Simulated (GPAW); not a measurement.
# WC (Fm-3m) in GPAW: a series of runs, part 2 of 2

GPAW 26.7.0. Earlier steps stand in the parts before.

## (3) Relaxation of cell and atoms, PBEsol

Contents of run.py:

```python
from ase import Atoms
from ase.filters import FrechetCellFilter
from ase.io import write
from ase.optimize import BFGS
from gpaw import GPAW, PW, setup_paths

setup_paths.insert(0, '.')

atoms = Atoms(['W', 'C'],
              cell=[[0.0, 2.192684, 2.192684],
                    [2.192684, 0.0, 2.192684],
                    [2.192684, 2.192684, 0.0]],
              scaled_positions=[[0.0, 0.0, 0.0],
                                [0.5, 0.5, 0.5]],
              pbc=True)

calc = GPAW(mode=PW(800),
            xc='PBEsol',
            kpts={'size': (10, 10, 10), 'gamma': True},
            occupations={'name': 'fermi-dirac', 'width': 0.05},
            nbands=19,
            convergence={'density': 1e-05, 'forces': 0.0001},
            maxiter=150,
            txt='gpaw.txt')
atoms.calc = calc
opt = BFGS(FrechetCellFilter(atoms), trajectory='relax.traj', logfile='-')
done = opt.run(fmax=0.02, steps=60)
calc.write('gs.gpw')
write('result.traj', atoms)
print('Converged:', done)
print('Cell:', atoms.cell.cellpar().round(4))
print('Volume:', round(atoms.get_volume(), 4))
print(atoms.get_scaled_positions().round(5))
```

Potentials or basis: PAW data sets generated in the run's folder for this functional, pw.

Launch:

```bash
> gpaw-setup -f PBEsol C W
> OMP_NUM_THREADS=1 python run.py
```

gpaw.txt:

```text
__  _  _
 | _ |_)|_||  |
 |__||  | ||/\| - 26.7.0

Input parameters:
  mode=PW(ecut=800.0),
  convergence={'density': 1e-05, 'forces': 0.0001},
  kpts=MonkhorstPack(size=(10, 10, 10), gamma=True),
  maxiter=150,
  nbands=19,
  occupations=Occupations(name='fermi-dirac', width=0.05),
  xc=XC(name='PBEsol')

Diagonalizing LCAO Hamiltonian
Converting LCAO to pw mode

              C

       W

Atoms  # Å, Bohr magnetons
|   | symbol |        x |        y |        z |    initial magnetic moments |
|---|--------|----------|----------|----------|-----------------------------|
| 0 |      W | 0.000000 | 0.000000 | 0.000000 | ( 0.0000,  0.0000,  0.0000) |
| 1 |      C | 2.192684 | 2.192684 | 2.192684 | ( 0.0000,  0.0000,  0.0000) |

Unit cell  # Å
| periodic |        x |        y |        z |  lengths |    angles |
|----------|----------|----------|----------|----------|-----------|
|      yes | 0.000000 | 2.192684 | 2.192684 | 3.100923 | 60.000000 |
|      yes | 2.192684 | 0.000000 | 2.192684 | 3.100923 | 60.000000 |
|      yes | 2.192684 | 2.192684 | 0.000000 | 3.100923 | 60.000000 |

Number of symmetries: 48
Symmetry operations  # r_c * U_cc + t_c -> r_c
|    | kind |            matrix            |
|----|------|------------------------------|
|  0 |  σ   |  1, 0, 0,  1, 0,-1,  1,-1, 0 |
|  1 |  C2  |  1, 0, 0,  1,-1, 0,  1, 0,-1 |
|  2 |  E   |  1, 0, 0,  0, 1, 0,  0, 0, 1 |
|  3 |  σ   |  1, 0, 0,  0, 0, 1,  0, 1, 0 |
|  4 |  C4  |  1, 0,-1,  1, 0, 0,  1,-1, 0 |
[... 530 lines left out ...]
| periodic |        x |         y |         z |  lengths |    angles |
|----------|----------|-----------|-----------|----------|-----------|
|      yes | 0.000000 |  2.171065 |  2.171065 | 3.070350 | 60.000000 |
|      yes | 2.171065 | -0.000000 |  2.171065 | 3.070350 | 60.000000 |
|      yes | 2.171065 |  2.171065 | -0.000000 | 3.070350 | 60.000000 |

Number of symmetries: 48
Symmetry operations  # r_c * U_cc + t_c -> r_c
|    | kind |            matrix            |
|----|------|------------------------------|
|  0 |  σ   |  1, 0, 0,  1, 0,-1,  1,-1, 0 |
|  1 |  C2  |  1, 0, 0,  1,-1, 0,  1, 0,-1 |
|  2 |  E   |  1, 0, 0,  0, 1, 0,  0, 0, 1 |
|  3 |  σ   |  1, 0, 0,  0, 0, 1,  0, 1, 0 |
|  4 |  C4  |  1, 0,-1,  1, 0, 0,  1,-1, 0 |
|  5 |  S6  |  1, 0,-1,  1,-1, 0,  1, 0, 0 |
|  6 |  σ   |  1, 0,-1,  0, 1,-1,  0, 0,-1 |
|  7 |  C3  |  1, 0,-1,  0, 0,-1,  0, 1,-1 |
|  8 |  S6  |  1,-1, 0,  1, 0, 0,  1, 0,-1 |
[... 173 lines left out ...]
SCF iterations
|iter     | |      energy | eigst |  dens |force |
|---------|-|-------------|-------|-------|------|
|iter:   1| |  -21.680931 | -1.80 |       |      |
|iter:   2| |  -21.679875 | -4.99 | -2.20 |      |
|iter:   3| |  -21.675834c| -3.93 | -2.24 |      |
|iter:   4| |  -21.675858c| -5.14 | -2.95 |      |
|iter:   5| |  -21.675896c| -6.46 | -3.58 |      |
|iter:   6| |  -21.675896c| -7.78c| -4.94 |      |
|iter:   7| |  -21.675896c| -8.43c| -5.23c|      |
|iter:   8| |  -21.675896c| -9.05c| -5.57c|-24.63c|

Converged in 8 steps
Energy contributions relative to reference atoms: (reference = -439665.733139)

Energy contributions:
  Kinetic:          14.798203
  Coulomb:         -15.248315
  Zero:              0.004473
  External:          0.000000
  Xc:              -21.227150
  Entropy:          -0.006212
  Spinorbit:         0.000000
  ----------------------------
  Free energy:     -21.679002
  Extrapolated:    -21.675896
[... 24 lines left out ...]
No gap
No difference between direct/indirect transitions

Stress tensor  # eV/Ang^3
|         x |         y |         z |
|-----------|-----------|-----------|
| -0.001184 |  0.000000 |  0.000000 |
|  0.000000 | -0.001184 |  0.000000 |
|  0.000000 |  0.000000 | -0.001184 |

Forces  # eV/Ang
|       x |        y |        z |
|---------|----------|----------|
| 0.00000 | -0.00000 | -0.00000 |  # W    0
| 0.00000 |  0.00000 |  0.00000 |  # C    1

# Writing to gs.gpw (mode='')
```

Run time: 58 s. Hardware: 1 thread of Arm Neoverse V2, shared host; peak memory 0.2 GiB.

Results:

- Free energy: -21.6790 eV
- Relaxed volume: 10.23 Å³/atom
- Relaxed cell: a = 3.070 Å, b = 3.070 Å, c = 3.070 Å, α = 60.00°, β = 60.00°, γ = 60.00°
- Space group after relaxing (to 0.05 Å): Fm-3m (No. 225)
- Energy gained by relaxing: 10.1 meV/atom
- Ionic steps: 3
- Pressure after relaxing: 0.2 GPa
- Band gap on the k mesh: none (metal or under the smearing width)

The path:
| step | energy change (eV) | largest force (eV/Å) | pressure (GPa) | volume (Å³) |
| --- | --- | --- | --- | --- |
| 1 | 0.0000 | 0.0000 | -10.76 | 21.08 |
| 2 | -0.0156 | 0.0000 | -5.35 | 20.77 |
| 3 | -0.0201 | 0.0000 | 0.19 | 20.47 |

Final structure:
```
W C
1.0
     0.00000    2.17107    2.17107
     2.17107    0.00000    2.17107
     2.17107    2.17107    0.00000
W C
1 1
Direct
  0.00000 0.00000 0.00000
  0.50000 0.50000 0.50000
```

Levels at points of the mesh, in eV from the Fermi level:
| k point | band 6 | band 7 | band 8 | band 9 | band 10 | band 11 | band 12 | band 13 |
| --- | --- | --- | --- | --- | --- | --- | --- | --- |
| (0.00, 0.00, 0.00) | -2.93 | -2.93 | -2.93 | -1.13 | -1.13 | -1.13 | -1.04 | -1.04 |
| (0.50, 0.50, 0.00) | -6.06 | -5.71 | -2.58 | -2.58 | 0.86 | 2.34 | 2.34 | 5.68 |
| (0.50, 0.50, 0.50) | -10.09 | -6.82 | -6.82 | 1.05 | 1.05 | 2.40 | 4.91 | 9.08 |

Caveat: later steps reuse the first step's grids. Spin-orbit coupling is left out, which matters for the levels of W.

## (4) Relaxation of cell and atoms, PBEsol, target pressure 2 GPa, at which the enthalpy is minimised

Edit run.py of step 3 so:

```diff
@@ -4,2 +4,3 @@
 from ase.optimize import BFGS
+from ase.units import GPa
 from gpaw import GPAW, PW, setup_paths
@@ -25,3 +26,3 @@
 atoms.calc = calc
-opt = BFGS(FrechetCellFilter(atoms), trajectory='relax.traj', logfile='-')
+opt = BFGS(FrechetCellFilter(atoms, scalar_pressure=2 * GPa), trajectory='relax.traj', logfile='-')
 done = opt.run(fmax=0.02, steps=60)
```

Launch:

```bash
> gpaw-setup -f PBEsol C W
> OMP_NUM_THREADS=1 python run.py
```

It took 53 s on 1 thread of Arm Neoverse V2, shared host; peak memory 0.2 GiB.

It converged, with:

```
Free energy                                            : -21.6780 eV
Relaxed volume                                         : 10.18 Å³/atom
Relaxed cell                                           : a = 3.065 Å, b = 3.065 Å, c = 3.065 Å, α = 60.00°, β = 60.00°, γ = 60.00°
Space group after relaxing (to 0.05 Å)                 : Fm-3m (No. 225)
Energy change on relaxing (the enthalpy is what falls) : -9.6 meV/atom
Ionic steps                                            : 3
Pressure after relaxing                                : 2.3 GPa
Band gap on the k mesh                                 : none (metal or under the smearing width)
```

The path:
| step | energy change (eV) | largest force (eV/Å) | pressure (GPa) | volume (Å³) |
| --- | --- | --- | --- | --- |
| 1 | 0.0000 | 0.0000 | -10.76 | 21.08 |
| 2 | -0.0173 | 0.0000 | -4.30 | 20.71 |
| 3 | -0.0191 | 0.0000 | 2.26 | 20.36 |

Final structure:
```
CELL_PARAMETERS angstrom
0.00000 2.16729 2.16729
2.16729 0.00000 2.16729
2.16729 2.16729 0.00000
ATOMIC_POSITIONS crystal
W 0.00000 0.00000 0.00000
C 0.50000 0.50000 0.50000
```

Levels at points of the mesh, in eV from the Fermi level:
```csv
k point,band 7,band 8,band 9,band 10,band 11,band 12
"(0.00, 0.00, 0.00)",-2.95,-2.95,-1.14,-1.14,-1.14,-1.05
"(0.50, 0.50, 0.00)",-5.72,-2.59,-2.59,0.87,2.36,2.36
"(0.50, 0.50, 0.50)",-6.86,-6.86,1.06,1.06,2.42,4.92
```

Caveat: later steps reuse the first step's grids. Spin-orbit coupling is left out, which matters for the levels of W.

## (5) The reference run

An earlier run on the cell as given: functional PBE; potentials or basis GPAW PAW data sets (gpaw-data 1.2.1); cutoff 800 eV; basis pw; k mesh 10 × 10 × 10; occupations fermi-dirac, width 0.05 eV; no spin polarisation.

- Pressure: -1.8 GPa
- Band gap on the k mesh: none (metal or under the smearing width)

## (6) Summary

| task | level | potentials or basis | cell | k mesh | cutoff (eV) | maxiter | convergence | optimizer | fmax | max steps | gap on the mesh (eV) | pressure (GPa) |
| --- | --- | --- | --- | --- | --- | --- | --- | --- | --- | --- | --- | --- |
| single point | PBE | GPAW PAW data sets (gpaw-data 1.2.1), pw | as given | 8 × 8 × 8 | 650 | 120 | default | - | - | - | none | -1.2 |
| relaxation of cell and atoms | PBEsol | PAW data sets generated in the run's folder for this functional, pw | relaxed | 10 × 10 × 10 | 800 | 150 | density=1e-05 forces=0.0001 | BFGS | 0.02 eV/Å | 60 | none | 0.2 |
| relaxation of cell and atoms | PBEsol | PAW data sets generated in the run's folder for this functional, pw | relaxed to 2 GPa | 10 × 10 × 10 | 800 | 150 | density=1e-05 forces=0.0001 | BFGS | 0.02 eV/Å | 60 | none | 2.3 |
| single point | PBE | GPAW PAW data sets (gpaw-data 1.2.1), pw | as given | 10 × 10 × 10 | 800 | 150 | - | - | - | - | none | -1.8 |

Alike in all rows: no spin polarisation; smearing fermi-dirac 0.05 eV.

Caveats: later steps reuse the first step's grids (some runs); the cutoff is short for stress and forces, so pressures can be off by a GPa or more (some runs).

Total energies depend on the potentials used, so only differences within one code and one set of settings carry meaning.
